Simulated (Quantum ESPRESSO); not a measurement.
Runs of Quantum ESPRESSO 7.5 on SnTe. It takes space group Fm-3m (No. 225, cubic). Conventional cell: a = 6.302 Å, b = 6.302 Å, c = 6.302 Å, α = 90.00°, β = 90.00°, γ = 90.00°. Around Te (site symmetry m-3m) lie 6 Sn at 3.15 Å. Around Sn (site symmetry m-3m) lie 6 Te at 3.15 Å. 

| level | ASE optimiser | rVV10 parameter b | dispersion computed by | pressure (GPa) | relaxed volume (Å³/atom) |
| --- | --- | --- | --- | --- | --- |
| PBEsol+D3(BJ) | BFGS | - | - | 0.0 | (b) |
| PBEsol | BFGS | - | - | 0.1 | (a) |
| PBEsol+rVV10 | BFGS | 6.3 | - | 0.0 | 29.68 |
| PBEsol+D3 | LBFGS | - | - | 0.1 | 30.37 |
| PBEsol+D4 | LBFGS | - | dftd4 4.3.1 through ASE | 0.1 | 30.01 |

Alike in all rows: task relaxation of cell and atoms; potentials or basis GBRV 1.5 PBEsol; no spin polarisation; cell relaxed; k mesh 7 × 7 × 7; cutoff (eV) 925; smearing fermi-dirac 0.05 eV.

Task: Fill in the values left out.

Result: (a) 30.81; (b) 29.69.

Caveats: rVV10's parameter b was fitted to another functional (some runs).

Runs at the PBE level aren't shown here.
